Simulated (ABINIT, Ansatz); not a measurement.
**SrO: changing the pressure**

The cell as given:

The structure is cubic, space group Fm-3m (No. 225). Conventional cell: a = 5.133 Å, b = 5.133 Å, c = 5.133 Å, α = 90.00°, β = 90.00°, γ = 90.00°. Sr (site symmetry m-3m) is surrounded by 6 O at 2.57 Å. Around O (site symmetry m-3m) lie 6 Sr at 2.57 Å.

Kept alike: task relaxation of cell and atoms; functional PBE; k mesh 9 × 9 × 9; occupations fermi-dirac, width 0.05 eV; no spin polarisation. Program: Ansatz, all-electron LAPW, scalar-relativistic. The mesh is that of the run's cell of 2 atoms. No spin-orbit coupling.

| pressure, P (GPa) | volume (Å³/atom) |
| --- | --- |
| 0 | 17.523 |
| 2 | 17.141 |
| 5 | 16.628 |
| 10 | 15.934 |
| 20 | 14.882 |

The relaxations keep at least the cell's symmetry (Fm-3m). Runs of this series that gave no sound value for these columns are left out. The runs follow the start's structure, whether or not it is the stable one at these pressures.

The volume falls from 17.523 to 14.882 Å³/atom between 0 and 20 GPa. The volume falls ever more slowly, since the solid stiffens under load. At the pressures aimed at, which the runs meet within some tenths of a GPa, the step from 0 to 5 GPa gives a mean bulk modulus near 95 GPa, the last step 146 GPa. A twin series (ABINIT, JTH PAW PBE v2.0) moves it by -2.6438 between 0 and 20, against -2.6410 Å³/atom here.

SrO compresses smoothly, and its resistance to further compression rises at every step, as expected of a strongly ionic rock-salt oxide. With both ions on fixed symmetry sites, the structure cannot take up load by tilting or by internal displacements, so every loss of volume shortens the Sr–O contacts directly. The Madelung attraction gains only slowly as the ions approach, whereas the overlap repulsion between the closed shells of Sr²⁺ and O²⁻ climbs steeply. This imbalance accounts for the rise in mean bulk modulus from about 95 to 146 GPa. The rather soft initial response fits the large cation and long bonds, since the alkaline-earth oxides become more compressible down the group from MgO.

The close match with the twin series suggests that the compression hardly depends on how the core electrons are treated, but it does not test the functional, which both share. The known transformation of SrO to the CsCl type lies above this pressure range, so the curve describes the phase relevant to experiment; locating that transition would require enthalpies for both structures.
